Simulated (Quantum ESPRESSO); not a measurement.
The system is CdS (Hawleyite).

```
Cd S
1.0
     0.00000    2.91650    2.91650
     2.91650    0.00000    2.91650
     2.91650    2.91650    0.00000
Cd S
1 1
Direct
  0.00000 0.00000 0.00000
  0.75000 0.75000 0.75000
```

Base run:

- Program: Quantum ESPRESSO 7.5
- Functional: AM05
- Potentials or basis: GBRV 1.5 PBE
- Cutoff: 612 eV
- Density cutoff: 4898 eV
- k mesh: 8 × 8 × 8, shifted
- Occupations: fermi-dirac, width 0.05 eV
- Spin: no spin polarisation

Its results: pressure 0.7 GPa; electronic dielectric tensor (diagonal) 6.33.

Q: The run is repeated on the same cell with these changes: functional from AM05 to PBE. What comes out?

A: Pressure 3.2 GPa; electronic dielectric tensor (diagonal) 6.19.

PBE binds less tightly than AM05, so the same cell stands under more pressure.

Caveats: the potentials were made for another functional, which shifts forces and pressure (some runs); the cell is more than 3 GPa from zero pressure, which shifts response properties (some runs).
